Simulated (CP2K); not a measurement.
Crystal: TiSi2.

```xyz
3
Lattice="4.7794 0.0000 0.0000 2.6449 3.9808 0.0000 -3.5527 -2.2878 2.2331" Properties=species:S:1:pos:R:3 pbc="T T T"
Ti    0.0000    0.0000    0.0000
Si    4.9748    2.6675    0.0000
Si    2.4494    1.3134    0.0000
```

The cell comes from a database or a generator and needn't be the stable form of this composition.

| Property | Result |
| --- | --- |
| Program | CP2K 2026.2 |
| Task | single point |
| Functional | PBEsol |
| Potentials or basis | POTENTIAL_UZH Ti GTH-PBE-q12, Si GTH-PBE-q4; TZVP-MOLOPT-PBE-GTH basis |
| Density cutoff | 6123 eV |
| k mesh | 12 × 12 × 12 |
| Occupations | fermi-dirac, width 0.05 eV |
| Spin | no spin polarisation |

On this cell: pressure -2.7 GPa; largest force 0.112 eV/Å; band gap on the k mesh none (metal or under the smearing width).

The same run follows on a disturbed copy (atoms moved at random, drawn with an rms of 0.05 Å):

```
Ti Si
1.0
     4.77937    0.00000    0.00000
     2.64489    3.98082    0.00000
    -3.55269   -2.28777    2.23314
Ti Si
1 2
Cartesian
  -0.0463 -0.0047 0.0141
  4.9813 2.6252 0.0315
  2.4635 1.2676 -0.0114
```

**Question.** What does the disturbed cell give?

**Answer.** The energy (extrapolated to zero smearing) moves by +6.8 meV/atom; pressure -2.4 GPa; largest force 0.538 eV/Å; band gap on the k mesh none (metal or under the smearing width).

Forces in eV/Å, atoms in the order of the input:
```
Ti   0.456 -0.281  0.044
Si  -0.290  0.106 -0.148
Si  -0.167  0.175  0.104
```

Stress tensor (GPa, compression positive):
```
-2.57 -0.45 -0.23
-0.45 -2.44  0.27
-0.23  0.27 -2.16
```

Caveats: the potentials were made for another functional, which shifts forces and pressure; the basis of atomic orbitals isn't converged, which shifts pressures, moduli and gaps.
